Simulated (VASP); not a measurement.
# Vibrations of Silicon at several levels of theory, part 2 of 3

How much do the zone-centre frequencies of Silicon depend on the functional? The starting structure is a measured crystal structure from the Crystallography Open Database.

VASP 6.6.1.

Results so far: LDA T2g 512.9 cm⁻¹.

### 3. Modes with LDA at the measured cell

Level of this step: LDA; plane waves and PAW (Si) (VASP).

A relaxation of the atoms in the fixed cell, not shown, had nothing to move.

File INCAR:

```
SYSTEM = Si
PREC = Accurate
ENCUT = 450
EDIFF = 1E-08
NELM = 100
ISMEAR = 0
SIGMA = 0.03
LREAL = .FALSE.
ALGO = Normal
GGA = CA
NBANDS = 10
LORBIT = 11
LWAVE = .FALSE.
LCHARG = .FALSE.
KPAR = 8
IBRION = 8
LEPSILON = .TRUE.
LPEAD = .TRUE.
ISIF = 2
```

File POSCAR:

```
Si
1.0
    0.0000000000      2.7154800000      2.7154800000
    2.7154800000      0.0000000000      2.7154800000
    2.7154800000      2.7154800000      0.0000000000
Si
2
Direct
    0.7500000000      0.7500000000      0.7500000000
    0.5000000000      0.5000000000      0.5000000000
```

File KPOINTS:

```
Automatic mesh
0
Gamma
10 10 10
0 0 0
```

PAW data sets: Si (LDA family, release 64).

The run is started by

```bash
> mpirun -np 8 vasp_std
```

What it wrote:

```text
[banner, memory and clock lines left out]
running    8 mpi-ranks, on    1 nodes
[...]
[... a notice as in an earlier step ...]

 LDA part: xc-table for (Slater(with rela. corr.)+CA(PZ))
 , standard interpolation
 POSCAR, INCAR and KPOINTS ok, starting setup
[...]
entering main loop
       N       E                     dE             d eps       ncg     rms          rms(c)
DAV:   1     0.602316309567E+01    0.60232E+01   -0.32128E+03   940   0.586E+02
DAV:   2    -0.116829851178E+02   -0.17706E+02   -0.17107E+02  1296   0.836E+01
DAV:   3    -0.121734931241E+02   -0.49051E+00   -0.48972E+00  1196   0.133E+01
DAV:   4    -0.121770592145E+02   -0.35661E-02   -0.35656E-02  1188   0.141E+00
[...]
DAV:  10    -0.119162225455E+02   -0.53924E-05   -0.13400E-05  1108   0.234E-02    0.292E-02
DAV:  11    -0.119162224829E+02    0.62574E-07   -0.69017E-07  1128   0.491E-03    0.239E-03
DAV:  12    -0.119162224849E+02   -0.19270E-08   -0.11317E-08  1010   0.709E-04
   1 F= -.11916222E+02 E0= -.11916222E+02  d E =-.554189E-16
[...]
RMM:  10    -0.143296250899E+01   -0.10595E-05   -0.32082E-08  3065   0.592E-05    0.640E-06
 change of polarisation eV/A/(eV/A) component  3 :     0.204     0.894     2.699
 dielectric tensor                  component  3 :     0.923     4.040    13.194
 Linear response DOF=           1
 Linear response progress:
  Degree of freedom:   1/  1
       N       E                     dE             d eps       ncg     rms          rms(c)
RMM:   1    -0.198323096990E-01   -0.19832E-01    0.90834E-03  7680   0.871E-01
RMM:   2    -0.174604077768E-01    0.23719E-02    0.21984E-04  5294   0.174E-01    0.957E-02
RMM:   3    -0.175297021032E-01   -0.69294E-04    0.13728E-04  5555   0.344E-02    0.553E-02
RMM:   4    -0.176790434229E-01   -0.14934E-03    0.28297E-05  5534   0.311E-02    0.602E-03
[...]
RMM:  11    -0.176607378797E-01    0.78777E-08   -0.29478E-07  5463   0.106E-05    0.301E-07
RMM:  12    -0.176607388099E-01   -0.93024E-09   -0.29809E-07  3261   0.956E-06    0.133E-07
RMM:  13    -0.176607385716E-01    0.23830E-09   -0.29807E-07  2439   0.955E-06    0.141E-08
 first order change of Fermi-energy   0.10804E-03
 force on displaced ion       1 direction 1 : -13.174   0.000   0.000
 Born effective charge ion    1 direction 1 :  -0.001   0.000   0.000
 Born effective charges drift removed
 Linear response finished
```

Run time: 31 s. Hardware: 8 MPI ranks of Intel Xeon 6975P-C (Granite Rapids), shared host; peak memory 2.4 GiB; 3.7 min of CPU time.

OUTCAR, selected parts (step 3):

```text
  Total       -0.3642902     -0.3642902     -0.3642902      0.0000000      0.0000000      0.0000000
  in kB      -14.5743193    -14.5743193    -14.5743193      0.0000000      0.0000000      0.0000000
  external PRESSURE =     -14.5743193 kB  Pullay stress =       0.0000000 kB

 POSITION                                       TOTAL-FORCE (eV/Angst)
 -----------------------------------------------------------------------------------
      4.07322      4.07322      4.07322         0.000000      0.000000      0.000000
      2.71548      2.71548      2.71548        -0.000000     -0.000000     -0.000000
 -----------------------------------------------------------------------------------
    total drift:                                0.000000      0.000000     -0.000000

 MACROSCOPIC STATIC DIELECTRIC TENSOR (including local field effects in DFT)
 ------------------------------------------------------
          13.191871     0.000000     0.000000
           0.000000    13.191871    -0.000000
          -0.000000     0.000000    13.191871
 ------------------------------------------------------

 MACROSCOPIC STATIC DIELECTRIC TENSOR IONIC CONTRIBUTION
 ------------------------------------------------------
           0.000000     0.000000     0.000000
           0.000000     0.000000    -0.000000
           0.000000    -0.000000     0.000000
 ------------------------------------------------------

[... 1 part as in an earlier step ...]

[... 1 further part left out ...]
```

With LDA at the measured cell the mode is T2g 505.1 cm⁻¹, -7.8 cm⁻¹ from LDA.

### 4. Modes with PBEsol

PBEsol restores the gradient expansion of exchange and is tuned for the cells of solids. The cell comes from a relaxation at this level, not shown (40.15 Å³).

Edit INCAR of step 3 so:

```diff
@@ -9,3 +9,3 @@
 ALGO = Normal
-GGA = CA
+GGA = PS
 NBANDS = 10
```

File POSCAR:

```
Si
1.0
    0.0000000000      2.7178014682      2.7178014682
    2.7178014682      0.0000000000      2.7178014682
    2.7178014682      2.7178014682      0.0000000000
Si
2
Direct
    0.7500000000      0.7500000000      0.7500000000
    0.5000000000      0.5000000000      0.5000000000
```

KPOINTS is that of step 3.

The projector-augmented-wave data sets are Si (PBE family, release 64).

The run is started by

```bash
> mpirun -np 8 vasp_std
```

What it wrote:

```text
[banner, memory and clock lines left out]
running    8 mpi-ranks, on    1 nodes
[...]
[... a notice as in an earlier step ...]

|                                                                             |
|               ----> ADVICE to this user running VASP <----                  |
|                                                                             |
|     You enforced a specific xc type in the INCAR file but a different       |
|     [... a line on the potential file left out ...]
|     I HOPE YOU KNOW WHAT YOU ARE DOING!                                     |
|                                                                             |

 LDA part: xc-table for (Slater+PW92), standard interpolation
 POSCAR, INCAR and KPOINTS ok, starting setup
[...]
entering main loop
       N       E                     dE             d eps       ncg     rms          rms(c)
DAV:   1     0.642627097176E+01    0.64263E+01   -0.31200E+03   940   0.580E+02
DAV:   2    -0.112712676789E+02   -0.17698E+02   -0.17066E+02  1386   0.847E+01
[...]
RMM:  11    -0.144161750551E+01    0.38997E-06    0.12300E-08  2614   0.253E-05    0.664E-06
 change of polarisation eV/A/(eV/A) component  3 :     0.203     0.896     2.702
 dielectric tensor                  component  3 :     0.914     4.039    13.177
 Linear response DOF=           1
 Linear response progress:
  Degree of freedom:   1/  1
       N       E                     dE             d eps       ncg     rms          rms(c)
RMM:   1    -0.193054827154E-01   -0.19305E-01    0.11377E-02  7707   0.845E-01
RMM:   2    -0.171453917532E-01    0.21601E-02   -0.29923E-04  5288   0.169E-01    0.926E-02
RMM:   3    -0.171641456866E-01   -0.18754E-04    0.49657E-05  5546   0.329E-02    0.539E-02
RMM:   4    -0.172975796621E-01   -0.13343E-03   -0.19428E-06  5509   0.305E-02    0.592E-03
[...]
RMM:   8    -0.172728143918E-01   -0.14074E-06   -0.12168E-08  5926   0.612E-05    0.283E-05
RMM:   9    -0.172727776907E-01    0.36701E-07   -0.58989E-08  5851   0.315E-05    0.429E-06
RMM:  10    -0.172727769515E-01    0.73928E-09   -0.53026E-09  6079   0.854E-06    0.457E-06
 first order change of Fermi-energy   0.12554E-03
 force on displaced ion       1 direction 1 : -13.360   0.000   0.000
 Born effective charge ion    1 direction 1 :  -0.001   0.000   0.000
 Born effective charges drift removed
 Linear response finished
```

Elapsed: 44 s, on 8 MPI ranks; peak memory 2.5 GiB; 4.9 min of CPU time.

From OUTCAR (step 4):

```text
  Total        0.0012483      0.0012483      0.0012483     -0.0000000     -0.0000000      0.0000000
  in kB        0.0498121      0.0498121      0.0498121     -0.0000000     -0.0000000      0.0000000
  external PRESSURE =       0.0498121 kB  Pullay stress =       0.0000000 kB

 POSITION                                       TOTAL-FORCE (eV/Angst)
 -----------------------------------------------------------------------------------
      4.07670      4.07670      4.07670         0.000000      0.000000      0.000000
      2.71780      2.71780      2.71780        -0.000000     -0.000000     -0.000000
 -----------------------------------------------------------------------------------
    total drift:                                0.000000      0.000000     -0.000000

 MACROSCOPIC STATIC DIELECTRIC TENSOR (including local field effects in DFT)
 ------------------------------------------------------
          13.174835     0.000000     0.000000
          -0.000000    13.174835    -0.000000
           0.000000     0.000000    13.174835
 ------------------------------------------------------

 MACROSCOPIC STATIC DIELECTRIC TENSOR IONIC CONTRIBUTION
 ------------------------------------------------------
           0.000000    -0.000000     0.000000
          -0.000000     0.000000     0.000000
           0.000000     0.000000     0.000000
 ------------------------------------------------------

[... 1 part as in an earlier step ...]

[... 1 further part left out ...]
```

With PBEsol the mode is T2g 508.6 cm⁻¹, -4.3 cm⁻¹ from LDA.

### 5. Modes with PBE

PBE, the usual starting point, adds the gradient of the density. The cell comes from a relaxation at this level, not shown (40.88 Å³).

Edit INCAR of step 4 so:

```diff
@@ -9,3 +9,3 @@
 ALGO = Normal
-GGA = PS
+GGA = PE
 NBANDS = 10
```

File POSCAR:

```
Si
1.0
    0.0000000000      2.7342391359      2.7342391359
    2.7342391359      0.0000000000      2.7342391359
    2.7342391359      2.7342391359      0.0000000000
Si
2
Direct
    0.7500000000      0.7500000000      0.7500000000
    0.5000000000      0.5000000000      0.5000000000
```

KPOINTS is that of step 4.

The run is started by

```bash
> mpirun -np 8 vasp_std
```

What it wrote:

```text
[banner, memory and clock lines left out]
running    8 mpi-ranks, on    1 nodes
[...]
[... a notice as in an earlier step ...]

 LDA part: xc-table for (Slater+PW92), standard interpolation
 POSCAR, INCAR and KPOINTS ok, starting setup
[...]
entering main loop
       N       E                     dE             d eps       ncg     rms          rms(c)
DAV:   1     0.784921789093E+01    0.78492E+01   -0.31448E+03   940   0.578E+02
DAV:   2    -0.105284759362E+02   -0.18378E+02   -0.17668E+02  1368   0.852E+01
DAV:   3    -0.110139335010E+02   -0.48546E+00   -0.48465E+00  1158   0.128E+01
DAV:   4    -0.110174842380E+02   -0.35507E-02   -0.35504E-02  1222   0.140E+00
[...]
DAV:  11    -0.108492326546E+02   -0.45888E-06   -0.14764E-06  1200   0.692E-03    0.281E-03
DAV:  12    -0.108492329016E+02   -0.24696E-06   -0.45386E-07  1010   0.440E-03    0.879E-04
DAV:  13    -0.108492329107E+02   -0.91801E-08   -0.30171E-09  1116   0.378E-04
   1 F= -.10849233E+02 E0= -.10849233E+02  d E =-.247670E-11
[...]
RMM:  12    -0.145292381680E+01   -0.20293E-06    0.31528E-08  2188   0.408E-05    0.226E-06
 change of polarisation eV/A/(eV/A) component  3 :     0.198     0.858     2.680
 dielectric tensor                  component  3 :     0.876     3.796    12.862
 Linear response DOF=           1
 Linear response progress:
  Degree of freedom:   1/  1
       N       E                     dE             d eps       ncg     rms          rms(c)
RMM:   1    -0.193751186950E-01   -0.19375E-01    0.12634E-02  7709   0.855E-01
RMM:   2    -0.172142059924E-01    0.21609E-02   -0.43891E-04  5291   0.174E-01    0.912E-02
RMM:   3    -0.172379235054E-01   -0.23718E-04    0.87610E-06  5538   0.345E-02    0.538E-02
RMM:   4    -0.173867304285E-01   -0.14881E-03   -0.56588E-05  5472   0.331E-02    0.639E-03
[...]
RMM:   8    -0.173533277731E-01   -0.12787E-06   -0.87852E-08  5920   0.978E-05    0.432E-05
RMM:   9    -0.173532525924E-01    0.75181E-07   -0.50056E-08  5756   0.724E-05    0.504E-06
RMM:  10    -0.173532470607E-01    0.55316E-08    0.17575E-08  6149   0.117E-05    0.651E-06
 first order change of Fermi-energy   0.11262E-03
 force on displaced ion       1 direction 1 : -13.047   0.000   0.000
 Born effective charge ion    1 direction 1 :  -0.002   0.000   0.000
 Born effective charges drift removed
 Linear response finished
```

Wall time 51 s (8 MPI ranks); peak memory 2.5 GiB.

From OUTCAR (step 5):

```text
  Total        0.0011870      0.0011870      0.0011870      0.0000000     -0.0000000      0.0000000
  in kB        0.0465166      0.0465166      0.0465166      0.0000000     -0.0000000      0.0000000
  external PRESSURE =       0.0465166 kB  Pullay stress =       0.0000000 kB

 POSITION                                       TOTAL-FORCE (eV/Angst)
 -----------------------------------------------------------------------------------
      4.10136      4.10136      4.10136         0.000000      0.000000      0.000000
      2.73424      2.73424      2.73424        -0.000000     -0.000000     -0.000000
 -----------------------------------------------------------------------------------
    total drift:                                0.000000      0.000000     -0.000000

 MACROSCOPIC STATIC DIELECTRIC TENSOR (including local field effects in DFT)
 ------------------------------------------------------
          12.860065     0.000000    -0.000000
          -0.000000    12.860065     0.000000
           0.000000     0.000000    12.860065
 ------------------------------------------------------

 MACROSCOPIC STATIC DIELECTRIC TENSOR IONIC CONTRIBUTION
 ------------------------------------------------------
           0.000000     0.000000    -0.000000
           0.000000     0.000000    -0.000000
          -0.000000    -0.000000     0.000000
 ------------------------------------------------------

[... 1 part as in an earlier step ...]

[... 1 further part left out ...]
```

With PBE the mode is T2g 502.7 cm⁻¹, -10.2 cm⁻¹ from LDA.

### 6. Modes with PBEsol + D3(BJ)

D3 with Becke-Johnson damping keeps a finite attraction at short range. The cell comes from a relaxation at this level, not shown (39.31 Å³).

File INCAR:

```
SYSTEM = Si
PREC = Accurate
ENCUT = 450
EDIFF = 1E-08
NELM = 100
ISMEAR = 0
SIGMA = 0.03
LREAL = .FALSE.
ALGO = Normal
GGA = PS
IVDW = 12
NBANDS = 10
LORBIT = 11
LWAVE = .FALSE.
LCHARG = .FALSE.
KPAR = 8
IBRION = 6
NFREE = 2
POTIM = 0.015
NSW = 1
ISIF = 2
```

File POSCAR:

```
Si
1.0
    0.0000000000      2.6988251603      2.6988251603
    2.6988251603      0.0000000000      2.6988251603
    2.6988251603      2.6988251603      0.0000000000
Si
2
Direct
    0.7500000000      0.7500000000      0.7500000000
    0.5000000000      0.5000000000      0.5000000000
```

KPOINTS is that of step 5.

The run is started by

```bash
> mpirun -np 8 vasp_std
```

What it wrote:

```text
[banner, memory and clock lines left out]
running    8 mpi-ranks, on    1 nodes
[...]
[... a notice as in an earlier step ...]

 [... a notice as in an earlier step ...]

 LDA part: xc-table for (Slater+PW92), standard interpolation
 POSCAR, INCAR and KPOINTS ok, starting setup
[...]
entering main loop
       N       E                     dE             d eps       ncg     rms          rms(c)
DAV:   1     0.560730342545E+01    0.56073E+01   -0.30360E+03   940   0.573E+02
DAV:   2    -0.112464496419E+02   -0.16854E+02   -0.15693E+02  1316   0.838E+01
DAV:   3    -0.117186354162E+02   -0.47219E+00   -0.47113E+00  1192   0.126E+01
DAV:   4    -0.117222667299E+02   -0.36313E-02   -0.36307E-02  1154   0.134E+00
[...]
DAV:  12    -0.114875417299E+02    0.34793E-07   -0.13453E-07  1036   0.241E-03    0.227E-03
DAV:  13    -0.114875417667E+02   -0.36763E-07   -0.20883E-09   682   0.286E-04    0.157E-04
DAV:  14    -0.114875417694E+02   -0.26793E-08   -0.13082E-10   538   0.925E-05
[...]
DAV:   7    -0.114859756273E+02    0.16944E-08   -0.73522E-09  2036   0.471E-04
   2 F= -.12037671E+02 E0= -.12037671E+02  d E =-.324089E-19
 Finite differences progress:
  Degree of freedom:   1/  1
  Displacement:        1/  2
  Total:               1/  2
[...]
N       E                     dE             d eps       ncg     rms          rms(c)
DAV:   1    -0.114855840930E+02    0.39154E-03   -0.12880E-01  3436   0.188E+00    0.143E-01
DAV:   2    -0.114860571942E+02   -0.47310E-03   -0.58476E-03  4152   0.512E-01    0.781E-02
DAV:   3    -0.114859777615E+02    0.79433E-04   -0.16883E-04  3944   0.782E-02    0.102E-02
DAV:   4    -0.114859766924E+02    0.10691E-05   -0.18900E-05  4098   0.273E-02    0.443E-03
DAV:   5    -0.114859756634E+02    0.10290E-05   -0.24780E-06  4054   0.860E-03    0.115E-03
DAV:   6    -0.114859756389E+02    0.24473E-07   -0.52817E-07  3996   0.414E-03    0.591E-04
DAV:   7    -0.114859756285E+02    0.10367E-07   -0.48947E-08  3780   0.121E-03    0.166E-04
DAV:   8    -0.114859756288E+02   -0.33447E-09   -0.41358E-09  1918   0.422E-04
   3 F= -.12037671E+02 E0= -.12037671E+02  d E =-.321737E-19
 Finite differences progress:
  Degree of freedom:   1/  1
  Displacement:        2/  2
  Total:               2/  2
```

The job ended after 14 s (8 MPI ranks; peak memory 1.8 GiB; 81 s of CPU time).

OUTCAR, selected parts (step 6):

```text
 Edisp (eV)   -0.55170

 Edisp (eV)   -0.55170

  Total       0.00067     0.00467     0.00467     0.00000     0.16033     0.00000
  in kB       0.02719     0.19016     0.19016     0.00000     6.53388     0.00000
  external pressure =        0.14 kB  Pullay stress =        0.00 kB

 POSITION                                       TOTAL-FORCE (eV/Angst)
 -----------------------------------------------------------------------------------
      4.03324      4.04824      4.04824         0.207735     -0.000000     -0.000000
      2.69883      2.69883      2.69883        -0.207735      0.000000      0.000000
 -----------------------------------------------------------------------------------
    total drift:                                0.000011      0.000000      0.000000

  FREE ENERGIE OF THE ION-ELECTRON SYSTEM (eV)
  ---------------------------------------------------
  free  energy   TOTEN  =       -12.0376710881 eV

  energy  without entropy=      -12.0376710881  energy(sigma->0) =      -12.03767109

[... 1 part as in an earlier step ...]

[... 2 further parts left out ...]
[key lines of the parts left out:]
E-fermi :   6.2247
```

The last energy, forces and stress in OUTCAR belong to the last displaced cell, not to that of POSCAR.

With PBEsol + D3(BJ) the mode is T2g 517.9 cm⁻¹, +5.0 cm⁻¹ from LDA.

(Part 2 of 3 ends here.)

[Lines on the potential files, build, host, timing and source positions are cut from VASP's logs without a mark.]

[Logs are printed without paths, hosts, clocks, repeated set-up lines and the standing remarks that a program may print on its own settings, such as how far it seeks lower states.]

[Hosts, paths, dates, database ids (printed as entryN), source tags and the programs' standing remarks are cut or masked in the printed files.]
